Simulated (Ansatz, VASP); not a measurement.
Two plane-wave programs on Si2W

```
CELL_PARAMETERS angstrom
-1.63842 1.63842 3.99173
1.63842 -1.63842 3.99173
1.63842 1.63842 -3.99173
ATOMIC_POSITIONS crystal
W 0.00000 0.00000 0.00000
Si 0.66530 0.66530 0.00000
Si 0.33470 0.33470 0.00000
```

Change from the starting cell: volume scaled by 1.06.

Alike in both runs: task single point; functional PBEsol; k mesh 12 × 12 × 12; occupations fermi-dirac, width 0.05 eV; no spin polarisation.

```csv
,VASP,Ansatz
version,VASP 6.6.1,Ansatz 0.2.0
potentials or method,"VASP PAW PBE potentials, release 64 (W_sv, Si)",Ansatz PAW
plane-wave cutoff (eV),520,420
valence electrons in the cell,22,22
```

Ansatz gave:

| Item | Value |
| --- | --- |
| gap on the k mesh at the Fermi level (eV) | none |
| pressure (GPa) | -13.6 |
| largest component of the traceless stress (GPa) | 0.64 |
| rms of the force components (eV/Å) | 0.058 |

Task: Estimate VASP's values.

Result: gap on the k mesh at the Fermi level (eV): none; pressure (GPa): -13.3; largest component of the traceless stress (GPa): 0.67; rms of the force components (eV/Å): 0.056.

Atom by atom the forces differ by 0.002 eV/Å (rms over components). A gap of «none» marks a metal or a gap that the smearing closes.

Caveats: the PAW data sets were made with another functional, which shifts forces and pressure a little (VASP); the PAW data sets come from PBE, with cores solved anew for the run's functional, which leaves a small shift of forces and pressure (Ansatz). The runs have no spin-orbit coupling, so splittings on W are missing.
